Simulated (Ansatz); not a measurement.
# interstitial N in Nb: molecular dynamics

Purpose: to see whether the interstitial stays in its void or moves on. The start is relaxed first. Runs: 300 steps of 1.5 fs at constant energy, with velocities drawn for 1200 K; 300 steps of 1.5 fs under a Nosé-Hoover thermostat at 840 K. The host cell (bcc) has 16 atoms; the extra atom is the last.

All numbers below are computed with Ansatz 0.2.0 (DFT PBE, plane waves, PAW, scalar-relativistic, no spin polarisation).

### Step 1. Starting point

The cell holds 17 atoms (NNb16): a = 6.600 Å, b = 6.600 Å, c = 6.600 Å, α = 90.00°, β = 90.00°, γ = 90.00°.

Structure file:

```
CELL_PARAMETERS angstrom
6.60000 0.00000 0.00000
0.00000 6.60000 0.00000
0.00000 0.00000 6.60000
ATOMIC_POSITIONS crystal
Nb 0.00000 0.00000 0.00000
Nb 0.50000 0.00000 0.00000
Nb 0.00000 0.50000 0.00000
Nb 0.00000 0.00000 0.50000
Nb 0.25000 0.25000 0.25000
Nb 0.50000 0.50000 0.00000
Nb 0.50000 0.00000 0.50000
Nb 0.75000 0.25000 0.25000
Nb 0.00000 0.50000 0.50000
Nb 0.25000 0.75000 0.25000
Nb 0.25000 0.25000 0.75000
Nb 0.50000 0.50000 0.50000
Nb 0.75000 0.75000 0.25000
Nb 0.75000 0.25000 0.75000
Nb 0.25000 0.75000 0.75000
Nb 0.75000 0.75000 0.75000
N 0.74724 0.12411 0.99554
```

### Step 2. Relaxing the start

Input file input.yaml:

```yaml
accuracy: low
crystal:
  lattice:
    - [6.6, 0.0, 0.0]
    - [0.0, 6.6, 0.0]
    - [0.0, 0.0, 6.6]
  atoms:
    - { symbol: Nb, position: [0.0, 0.0, 0.0] }
    - { symbol: Nb, position: [0.5, 0.0, 0.0] }
    - { symbol: Nb, position: [0.0, 0.5, 0.0] }
    - { symbol: Nb, position: [0.0, 0.0, 0.5] }
    - { symbol: Nb, position: [0.25, 0.25, 0.25] }
    - { symbol: Nb, position: [0.5, 0.5, 0.0] }
    - { symbol: Nb, position: [0.5, 0.0, 0.5] }
    - { symbol: Nb, position: [0.75, 0.25, 0.25] }
    - { symbol: Nb, position: [0.0, 0.5, 0.5] }
    - { symbol: Nb, position: [0.25, 0.75, 0.25] }
    - { symbol: Nb, position: [0.25, 0.25, 0.75] }
    - { symbol: Nb, position: [0.5, 0.5, 0.5] }
    - { symbol: Nb, position: [0.75, 0.75, 0.25] }
    - { symbol: Nb, position: [0.75, 0.25, 0.75] }
    - { symbol: Nb, position: [0.25, 0.75, 0.75] }
    - { symbol: Nb, position: [0.75, 0.75, 0.75] }
    - { symbol: "N", position: [0.7472438, 0.1241129, -0.0044634] }
basis:
  ecutwfc: 420.0
kpoints:
  mp_grid: { grid: [2, 2, 2] }
hamiltonian:
  xc: pbe
scf:
  occupations: { method: fermi_dirac, width: 0.1 }
  lower_state_search: "off"
relax:
  f_tol: 0.08
  max_steps: 25
  adjacent_minimum: "off"
```

The run is started by

```sh
ansatz run input.yaml --threads 2 --pin off --max-ram 5120MiB --backend cpu --events-out ev --progress --plain --runs-dir out
```

Log, cut to the lines that bear on the results:

```text
Warning: RAYON_NUM_THREADS=2 ignored (pool sized by the plan → 2); use --threads N
[...]
Pseudopotentials: kind: paw
Pseudopotential: Nb, paw, valence charge 13, recommended cutoff 420 eV (normal), Nb.paw.azcp
Pseudopotential: N, paw, valence charge 5, recommended cutoff 420 eV (normal), N.paw.azcp
Functional definition: PBE
[...]
Crystal: 17 atoms, lattice volume = 287.496 Å³
Basis set: ecut = 420 eV, 5575 PW (Γ), exchange–correlation on 90×90×90 points (8 copies of the dense FFT grid, shifted against one another)
Bands: 128, of which v1, the nominal top of the filled ones, is band 107 counted from 1 (106 counted from 0)
Symmetry: 1 space group operations
Space group: P1 (ITA 1), of the structure as read, at distance tolerance 6.6e-5 Å
[...]
relax step   1: F+E_penalty+E_count = -73220.61399976 eV  Δ(F+E_penalty+E_count) = +0.000e0 eV  max|allowed force component| = 5.566e0 eV/Å  Δτ_max = 0.0000 Å  (6 SCF iters, dr2 threshold 1.00e-4 eV, accepted)
[...]
relax step   4: F+E_penalty+E_count = -73222.37982720 eV  Δ(F+E_penalty+E_count) = -6.663e-2 eV  max|allowed force component| = 4.998e-1 eV/Å  Δτ_max = 0.0637 Å  (6 SCF iters, dr2 threshold 2.58e-5 eV, accepted)
[...]
relax step   5: F+E_penalty+E_count = -73222.54550220 eV  Δ(F+E_penalty+E_count) = -1.657e-1 eV  max|allowed force component| = 1.525e0 eV/Å  Δτ_max = 0.2000 Å  (6 SCF iters, dr2 threshold 2.11e-5 eV, accepted)
[...]
SCF iter   1: F=—  HF=-73222.885148 eV  |F-HF|=—  |Δ(HF+E_count)|=         —  Δρ=1.06e-2  dr2=1.06e0  ethr=4.87e-4  ⟨swp⟩=1.0  Hψ=3309  notcnv=0  defer=3
```

### Step 3. More of the same log: start relaxed

The log, continued:

```text
preconditioner: auto → Kerker (q_TF=auto, 2.595 Å⁻¹)  [metal: Δε(μ)=0.013 eV  Ē_g=4.194 eV  σ=0.100 eV  W_gap=0.03  n_scr=80 (ndim 8)  ℏωp=20.2 eV  f_vac=0.000  D(μ)=12.89/eV (n_scr^D=92)]
SCF iter   2: F=—  HF=-73222.815272 eV  |F-HF|=—  |Δ(HF+E_count)|=   6.99e-2  Δρ=5.72e-3  dr2=2.80e-1  ethr=4.87e-4  ⟨swp⟩=1.0  Hψ=1021  notcnv=0  defer=3
SCF iter   3: F=—  HF=-73222.787060 eV  |F-HF|=—  |Δ(HF+E_count)|=   2.82e-2  Δρ=9.28e-4  dr2=3.27e-3  ethr=1.32e-4  ⟨swp⟩=2.1  Hψ=1392  notcnv=0  defer=3
SCF iter   4: F=—  HF=-73222.786338 eV  |F-HF|=—  |Δ(HF+E_count)|=   7.22e-4  Δρ=1.69e-4  dr2=1.15e-4  ethr=1.54e-6  ⟨swp⟩=2.1  Hψ=1388  notcnv=0  defer=3
iter 5 did not close the SCF: its close was put off for the readings that it lacked (scf_convergence_deferred on its scf_iter line)
SCF iter   5: F=-73222.786328 eV  HF=-73222.786333 eV  |F-HF|=4.90e-6  |Δ(HF+E_count)|=   5.63e-6  Δρ=5.74e-5  dr2=8.68e-6  ethr=5.41e-8  ⟨swp⟩=2.0  Hψ=1405  notcnv=0  defer=3
SCF iter   6: F=-73222.786331 eV  HF=-73222.786332 eV  |F-HF|=2.94e-7  |Δ(HF+E_count)|=   1.16e-6  Δρ=1.27e-5  dr2=5.79e-7  ethr=4.07e-9  ⟨swp⟩=1.5  Hψ=2492  notcnv=0
SCF 6 converged in 6 iterations: F = -73222.786331 eV  dr2 = 5.79e-7
relax step   6: F+E_penalty+E_count = -73222.78633131 eV  Δ(F+E_penalty+E_count) = -2.408e-1 eV  max|allowed force component| = 1.637e0 eV/Å  Δτ_max = 0.1923 Å  (6 SCF iters, dr2 threshold 1.00e-4 eV, accepted)
iter 1 solved again at ethr=5.81e-4 eV; its pass at ethr=3.10e-3 eV (dr2=1.24e0 eV) is discarded
SCF iter   1: F=—  HF=-73223.266442 eV  |F-HF|=—  |Δ(HF+E_count)|=         —  Δρ=1.05e-2  dr2=1.25e0  ethr=5.81e-4  ⟨swp⟩=2.2  Hψ=3510  notcnv=0  defer=4
preconditioner: auto → Kerker (q_TF=auto, 2.595 Å⁻¹)  [metal: Δε(μ)=0.032 eV  Ē_g=4.205 eV  σ=0.100 eV  W_gap=0.08  n_scr=80 (ndim 8)  ℏωp=20.2 eV  f_vac=0.000  D(μ)=14.24/eV (n_scr^D=122)]
SCF iter   2: F=—  HF=-73223.185799 eV  |F-HF|=—  |Δ(HF+E_count)|=   8.06e-2  Δρ=5.44e-3  dr2=3.23e-1  ethr=5.81e-4  ⟨swp⟩=1.0  Hψ=1020  notcnv=0  defer=4
SCF iter   3: F=—  HF=-73223.155306 eV  |F-HF|=—  |Δ(HF+E_count)|=   3.05e-2  Δρ=9.76e-4  dr2=4.20e-3  ethr=1.51e-4  ⟨swp⟩=2.0  Hψ=1229  notcnv=0  defer=4
SCF iter   4: F=—  HF=-73223.154485 eV  |F-HF|=—  |Δ(HF+E_count)|=   8.20e-4  Δρ=3.45e-4  dr2=3.61e-4  ethr=1.97e-6  ⟨swp⟩=2.0  Hψ=1394  notcnv=0  defer=4
iter 5 did not close the SCF: its close was put off for the readings that it lacked (scf_convergence_deferred on its scf_iter line)
SCF iter   5: F=-73223.154417 eV  HF=-73223.154425 eV  |F-HF|=7.19e-6  |Δ(HF+E_count)|=   6.08e-5  Δρ=7.26e-5  dr2=1.67e-5  ethr=1.69e-7  ⟨swp⟩=2.0  Hψ=1358  notcnv=0  defer=4
SCF iter   6: F=-73223.154423 eV  HF=-73223.154424 eV  |F-HF|=7.13e-7  |Δ(HF+E_count)|=   1.07e-6  Δρ=1.53e-5  dr2=1.06e-6  ethr=7.83e-9  ⟨swp⟩=2.0  Hψ=2919  notcnv=0
SCF 7 converged in 6 iterations: F = -73223.154423 eV  dr2 = 1.06e-6
relax step   7: F+E_penalty+E_count = -73223.15442286 eV  Δ(F+E_penalty+E_count) = -3.681e-1 eV  max|allowed force component| = 9.318e-1 eV/Å  Δτ_max = 0.2000 Å  (6 SCF iters, dr2 threshold 1.00e-4 eV, accepted)
SCF iter   1: F=—  HF=-73223.267253 eV  |F-HF|=—  |Δ(HF+E_count)|=         —  Δρ=6.00e-3  dr2=4.02e-1  ethr=1.78e-3  ⟨swp⟩=4.9  Hψ=1937  notcnv=0  defer=4
preconditioner: auto → Kerker (q_TF=auto, 2.595 Å⁻¹)  [metal: Δε(μ)=0.023 eV  Ē_g=4.210 eV  σ=0.100 eV  W_gap=0.06  n_scr=80 (ndim 8)  ℏωp=20.2 eV  f_vac=0.000  D(μ)=14.98/eV (n_scr^D=146)]
SCF iter   2: F=—  HF=-73223.240943 eV  |F-HF|=—  |Δ(HF+E_count)|=   2.63e-2  Δρ=3.06e-3  dr2=1.04e-1  ethr=1.89e-4  ⟨swp⟩=1.4  Hψ=1188  notcnv=0  defer=4
SCF iter   3: F=—  HF=-73223.231137 eV  |F-HF|=—  |Δ(HF+E_count)|=   9.81e-3  Δρ=5.42e-4  dr2=1.28e-3  ethr=4.88e-5  ⟨swp⟩=2.0  Hψ=1245  notcnv=0  defer=4
SCF iter   4: F=—  HF=-73223.230656 eV  |F-HF|=—  |Δ(HF+E_count)|=   4.81e-4  Δρ=1.22e-4  dr2=7.35e-5  ethr=6.01e-7  ⟨swp⟩=2.0  Hψ=1375  notcnv=0  defer=4
iter 5 did not close the SCF: its close was put off for the readings that it lacked (scf_convergence_deferred on its scf_iter line)
SCF iter   5: F=-73223.230645 eV  HF=-73223.230647 eV  |F-HF|=2.00e-6  |Δ(HF+E_count)|=   8.52e-6  Δρ=3.08e-5  dr2=3.57e-6  ethr=3.45e-8  ⟨swp⟩=2.0  Hψ=1392  notcnv=0  defer=4
SCF iter   6: F=-73223.230647 eV  HF=-73223.230647 eV  |F-HF|=1.21e-7  |Δ(HF+E_count)|=   2.85e-7  Δρ=8.61e-6  dr2=2.04e-7  ethr=1.67e-9  ⟨swp⟩=1.0  Hψ=2429  notcnv=0
SCF 8 converged in 6 iterations: F = -73223.230647 eV  dr2 = 2.04e-7
relax step   8: F+E_penalty+E_count = -73223.23064703 eV  Δ(F+E_penalty+E_count) = -7.622e-2 eV  max|allowed force component| = 8.636e-2 eV/Å  Δτ_max = 0.1132 Å  (6 SCF iters, dr2 threshold 1.00e-4 eV, accepted)
SCF iter   1: F=—  HF=-73223.233137 eV  |F-HF|=—  |Δ(HF+E_count)|=         —  Δρ=6.97e-4  dr2=2.70e-3  ethr=3.28e-5  ⟨swp⟩=2.2  Hψ=1649  notcnv=0  defer=4
preconditioner: auto → Kerker (q_TF=auto, 2.595 Å⁻¹)  [metal: Δε(μ)=0.028 eV  Ē_g=4.205 eV  σ=0.100 eV  W_gap=0.07  n_scr=80 (ndim 8)  ℏωp=20.2 eV  f_vac=0.000  D(μ)=14.83/eV (n_scr^D=146)]
SCF iter   2: F=—  HF=-73223.232944 eV  |F-HF|=—  |Δ(HF+E_count)|=   1.93e-4  Δρ=4.09e-4  dr2=8.10e-4  ethr=1.27e-6  ⟨swp⟩=1.2  Hψ=1187  notcnv=0  defer=4
SCF iter   3: F=—  HF=-73223.232848 eV  |F-HF|=—  |Δ(HF+E_count)|=   9.56e-5  Δρ=5.50e-5  dr2=9.62e-6  ethr=3.80e-7  ⟨swp⟩=2.0  Hψ=1249  notcnv=0  defer=4
SCF iter   4: F=—  HF=-73223.232588 eV  |F-HF|=—  |Δ(HF+E_count)|=   2.60e-4  Δρ=9.44e-6  dr2=2.42e-7  ethr=4.52e-9  ⟨swp⟩=2.2  Hψ=1784  notcnv=0  defer=4
iter 5 did not close the SCF: its close was put off for the readings that it lacked (scf_convergence_deferred on its scf_iter line)
SCF iter   5: F=-73223.232588 eV  HF=-73223.232588 eV  |F-HF|=7.47e-9  |Δ(HF+E_count)|=  4.37e-11  Δρ=2.09e-6  dr2=1.36e-8  ethr=1.13e-10  ⟨swp⟩=2.0  Hψ=1405  notcnv=0  defer=4
SCF iter   6: F=-73223.232588 eV  HF=-73223.232588 eV  |F-HF|=7.57e-10  |Δ(HF+E_count)|=   1.69e-9  Δρ=5.62e-7  dr2=1.07e-9  ethr=6.39e-12  ⟨swp⟩=1.1  Hψ=2673  notcnv=0
SCF 9 converged in 6 iterations: F = -73223.232588 eV  dr2 = 1.07e-9
relax step   9: F+E_penalty+E_count = -73223.23258814 eV  Δ(F+E_penalty+E_count) = -1.941e-3 eV  max|allowed force component| = 2.948e-2 eV/Å  Δτ_max = 0.0062 Å  (6 SCF iters, accepted)
SCF converged after 6 iterations
Free energy (F): -73223.232588 eV
Harris-Foulkes:  -73223.232588 eV  (|F-HF|=7.57e-10)
Internal energy: -73222.739536 eV  (E = F + TS)
E sigma→0 (E₀):  -73222.986062 eV
Entropy (-TS):   -0.493052 eV (-29.003 meV/atom)
Fermi energy:    18.250170 eV
--- Per-component energies (eV) ---
  E_band       = -978.099952
  E_kinetic    = 6470.279076
  E_local      = -11120.702668  (includes V_loc(G=0)·N_el)
  E_nonlocal   = 1960.356070
  E_hartree    = 3475.866638
  E_xc         = -2879.180816
  E_vxc        = -3497.621006  (∫ρ·V_xc dr)
  E_paw        = -49301.827595  (= ΣΔE_a)
  E_vpaw       = -1742.145084  (= ΣTr[D̂ρ^β])
  E_aug_tail   = 0.000190  (compensation charges beyond the density's cutoff)
  E_ewald      = -21827.530431
  E_smearing   = -0.493052  (= −TS)
  E_closure    = 0.000000  (closes the sum)
  Σ components = -73223.232588   (vs F -73223.232588, Δ=0.00e0)
--- Forces (eV/Å), atoms counted from 1 ---
  atom   1  Nb    -0.02790261    -0.00082262     0.00035965
  atom   2  Nb     0.02948210     0.00954475     0.00146392
  atom   3  Nb    -0.00336365    -0.00200411     0.00098245
  atom   4  Nb     0.00102748     0.00340492     0.00149382
  atom   5  Nb     0.00108170     0.00092737     0.00311452
  atom   6  Nb     0.00208722     0.00393395     0.00060368
  atom   7  Nb    -0.00173071    -0.00020171     0.00219753
  atom   8  Nb     0.00180731     0.01709863     0.00991552
  atom   9  Nb    -0.00510328    -0.00067761    -0.00043070
  atom  10  Nb    -0.00106425    -0.00573361     0.00191307
  atom  11  Nb     0.00101641     0.00510179    -0.00447360
  atom  12  Nb     0.00296671    -0.00621281    -0.00114761
  atom  13  Nb     0.00014197    -0.01053230     0.01346647
  atom  14  Nb     0.00167540     0.01213797    -0.01067390
  atom  15  Nb    -0.00130989     0.00085343    -0.00158472
  atom  16  Nb    -0.00007538    -0.01266753    -0.01451894
  atom  17  N     -0.00073903    -0.01415146    -0.00268204
  max |Σ_I F_I| component: 2.52e-6 eV/Å
--- Relaxed structure (9 steps of the walk, 9 accepted, 0 SCFs on fresh bases) ---
  F+E_penalty+E_count = -73223.23258814 eV   max|allowed force component| = 2.948e-2 eV/Å
  atoms:
    - { symbol: Nb, position: [0.0449177721932567, 0.007238066253666794, -0.0002869026593254967] }
    - { symbol: Nb, position: [0.4547397807118222, 0.007075237848787655, -0.0003048133087674651] }
    - { symbol: Nb, position: [0.0020399590331853083, 0.5072971861682481, -0.0002676383274107204] }
    - { symbol: Nb, position: [0.0019759713083358, 0.007268559665206858, 0.49971292727587546] }
    - { symbol: Nb, position: [0.24982639648915936, 0.2674730206866515, 0.25992099854440337] }
    - { symbol: Nb, position: [0.49765377347116246, 0.5072177205510735, -0.00026490285267480903] }
    - { symbol: Nb, position: [0.4977007046247073, 0.0072961870246511205, 0.49970417889560453] }
    - { symbol: Nb, position: [0.7497993296732703, 0.2504582428374984, 0.2429670371794863] }
    - { symbol: Nb, position: [-0.006328778095070725, 0.507360940511854, 0.4997565820419933] }
    - { symbol: Nb, position: [0.24985050282616328, 0.7470671758194761, 0.25995568052471235] }
    - { symbol: Nb, position: [0.24982601500431534, 0.2674272489675962, 0.7395313015057303] }
    - { symbol: Nb, position: [0.5060398267658391, 0.5074084635631286, 0.4997634666331864] }
    - { symbol: Nb, position: [0.7498534123085798, 0.7641172345834436, 0.2428930758608756] }
    - { symbol: Nb, position: [0.7498041021175491, 0.2505049400924589, 0.756534357776226] }
    - { symbol: Nb, position: [0.24985268164092503, 0.7469889718107591, 0.7394865020448673] }
    - { symbol: Nb, position: [0.7498593270784255, 0.7641507647301805, 0.756608723824776] }
    - { symbol: N, position: [0.7498330228483735, 0.007762938885318788, -0.0001739749595586312] }
```

Wall time 17 s (2 threads of AMD EPYC 9R45 (Zen 5), shared host); peak memory 0.85 GiB.

Relaxation path:

```tsv
step	energy from step 1 (eV/cell)	largest force component (eV/Å)
1	0.0000	5.5656
2	-0.7098	1.9025
3	-1.6992	0.5528
4	-1.7658	0.4998
5	-1.9315	1.5248
6	-2.1723	1.6370
7	-2.5404	0.9318
8	-2.6166	0.0864
9	-2.6186	0.0295
```

Step 1 is the start.

The atom that moved most is N17, by 0.77 Å.

### Step 4. Run 1

300 steps of 1.5 fs at constant energy, with velocities drawn for 1200 K, from the relaxed start.

Input file input.yaml:

```yaml
accuracy: low
crystal:
  lattice:
    - [6.6, 0.0, 0.0]
    - [0.0, 6.6, 0.0]
    - [0.0, 0.0, 6.6]
  atoms:
    - { symbol: Nb, position: [0.04491777, 0.00723807, -0.0002869] }
    - { symbol: Nb, position: [0.45473978, 0.00707524, -0.00030481] }
    - { symbol: Nb, position: [0.00203996, 0.50729719, -0.00026764] }
    - { symbol: Nb, position: [0.00197597, 0.00726856, 0.49971293] }
    - { symbol: Nb, position: [0.2498264, 0.26747302, 0.259921] }
    - { symbol: Nb, position: [0.49765377, 0.50721772, -0.0002649] }
    - { symbol: Nb, position: [0.4977007, 0.00729619, 0.49970418] }
    - { symbol: Nb, position: [0.74979933, 0.25045824, 0.24296704] }
    - { symbol: Nb, position: [-0.00632878, 0.50736094, 0.49975658] }
    - { symbol: Nb, position: [0.2498505, 0.74706718, 0.25995568] }
    - { symbol: Nb, position: [0.24982602, 0.26742725, 0.7395313] }
    - { symbol: Nb, position: [0.50603983, 0.50740846, 0.49976347] }
    - { symbol: Nb, position: [0.74985341, 0.76411723, 0.24289308] }
    - { symbol: Nb, position: [0.7498041, 0.25050494, 0.75653436] }
    - { symbol: Nb, position: [0.24985268, 0.74698897, 0.7394865] }
    - { symbol: Nb, position: [0.74985933, 0.76415076, 0.75660872] }
    - { symbol: "N", position: [0.74983302, 0.00776294, -0.00017397] }
basis:
  ecutwfc: 420.0
kpoints:
  mp_grid: { grid: [2, 2, 2] }
hamiltonian:
  xc: pbe
scf:
  occupations: { method: fermi_dirac, width: 0.1 }
  lower_state_search: "off"
md:
  timestep: 1.5
  n_steps: 300
  ensemble: nve
  temperature: 1200.0
  initial_velocities: maxwell_boltzmann
  seed: 63625
```

The run is started by

```sh
ansatz run input.yaml --threads 2 --pin off --max-ram 5120MiB --backend cpu --events-out ev --progress --plain --runs-dir out
```

Log, cut to the lines that bear on the results:

```text
Warning: md: disabling space-group detection — thermal motion breaks the input geometry's symmetry, so no spatial operation reduces the k-mesh or symmetrises the density; time reversal is kept, so that k and −k are solved as one point where they differ and the mesh holds both, and exact [...]
Warning: RAYON_NUM_THREADS=2 ignored (pool sized by the plan → 2); use --threads N
[...]
[... 3 set-up lines as earlier in the session ...]
[...]
md step    20: t =    30.00 fs  T =   374.2 K  F+E_penalty+E_count = -73221.52243879 eV  E_kin = 0.773966 eV  conserved = -73220.74847252 eV  (6 SCF iters)
[...]
md step    30: t =    45.00 fs  T =   212.4 K  F+E_penalty+E_count = -73221.18847592 eV  E_kin = 0.439270 eV  conserved = -73220.74920563 eV  (6 SCF iters)
[...]
md step    39: t =    58.50 fs  T =   335.4 K  F+E_penalty+E_count = -73221.44262084 eV  E_kin = 0.693586 eV  conserved = -73220.74903499 eV  (3 SCF iters)
md step    40: t =    60.00 fs  T =   369.7 K  F+E_penalty+E_count = -73221.51404742 eV  E_kin = 0.764692 eV  conserved = -73220.74935572 eV  (6 SCF iters)
```

### Step 5. More of the same log: dynamics from the start

Output, continued, cut to the lines that bear on the results:

```text
md step    41: t =    61.50 fs  T =   403.9 K  F+E_penalty+E_count = -73221.58493877 eV  E_kin = 0.835267 eV  conserved = -73220.74967226 eV  (3 SCF iters)
[...]
md step    61: t =    91.50 fs  T =   645.5 K  F+E_penalty+E_count = -73222.08373437 eV  E_kin = 1.334964 eV  conserved = -73220.74876999 eV  (3 SCF iters)
[...]
  atom   4  Nb    -0.35339008     0.68579979     0.19694736
  atom   5  Nb    -0.50033443    -0.87325854     0.64768381
  atom   6  Nb     0.61709490     0.13504324    -0.79649741
  atom   7  Nb    -0.83295688     0.65921019    -0.16653171
  atom   8  Nb     1.40220273     0.97747162     0.54462200
[...]
--- MD trajectory: 300 steps, t = 0.0 → 450.0 fs ---
  final state: T = 570.8 K   F+E_penalty+E_count = -73221.92991899 eV   E_kin = 1.180428 eV
  conserved energy: peak-to-peak 2.495e-3 eV (1.468e-4 eV/atom) over 450.0 fs
```

It took 7.1 min on 2 threads of AMD EPYC 9R45 (Zen 5), shared host; peak memory 1 GiB.

### Step 6. What the atoms did

One step in 22; energies are changes from step 0; msd is the mean square displacement from the start, the centre of mass held:

```tsv
time (fs)	T (K)	potential energy change (meV/atom)	total energy change (meV/atom)	msd N (Å²)	msd Nb (Å²)
0.0	1200	0.0	0.00	0.000	0.000
33.0	296	110.2	0.15	0.006	0.022
66.0	484	87.2	0.04	0.041	0.026
99.0	684	62.8	0.06	0.029	0.013
132.0	724	58.0	0.12	0.006	0.008
165.0	607	72.1	0.04	0.009	0.019
198.0	322	106.9	0.07	0.058	0.026
231.0	861	41.3	0.08	0.012	0.009
264.0	673	64.2	0.05	0.027	0.012
297.0	445	91.9	0.10	0.024	0.022
330.0	550	79.2	0.11	0.018	0.019
363.0	694	61.7	0.05	0.065	0.012
396.0	627	69.7	0.08	0.040	0.013
429.0	542	80.1	0.08	0.030	0.018
450.0	571	76.6	0.08	0.026	0.017
```

time (fs), T (K) and a bar:
```
      0.0       1200 ##############################
     19.5        757 ################
     39.0        222 
     58.5        335 ###
     78.0        598 ############
     97.5        672 ##############
    117.0        680 ##############
    136.5        772 #################
    156.0        752 ################
    175.5        349 ####
    195.0        283 ##
    214.5        533 ##########
    235.5        887 ####################
    255.0        747 ################
    274.5        520 #########
    294.0        424 ######
    313.5        516 #########
    333.0        549 ##########
    352.5        626 ############
    372.0        688 ##############
    391.5        655 #############
    411.0        517 #########
    430.5        519 #########
    450.0        571 ###########
```

Pair distribution over the second half of the run:

```tsv
r (Å)	g Nb–Nb	g Nb–N
0.68	0.00	0.00
0.84	0.00	0.00
1.00	0.00	0.00
1.16	0.00	0.00
1.32	0.00	0.00
1.48	0.00	0.00
1.64	0.00	0.00
1.80	0.00	0.81
1.96	0.00	3.48
2.12	0.00	2.82
2.28	0.00	2.86
2.44	0.01	1.37
2.60	0.63	0.29
2.76	3.86	0.00
2.92	3.88	0.00
3.08	1.68	0.00
3.24	2.24	0.00
```

First peaks of g(r) that rise above 1 (not always the tallest), and, where a minimum follows, the mean number of second-named atoms round a first-named one up to the next minimum:

```tsv
pair	peak (Å)	height	minimum (Å)	neighbours
Nb–Nb	2.84	4.6	-	-
Nb–N	1.96	3.5	2.76	0.4
```

Maxima of the velocity power spectrum (cm⁻¹, relative height; resolution about 150 cm⁻¹): 170 (100).

(Part 1 of 2 ends here.)
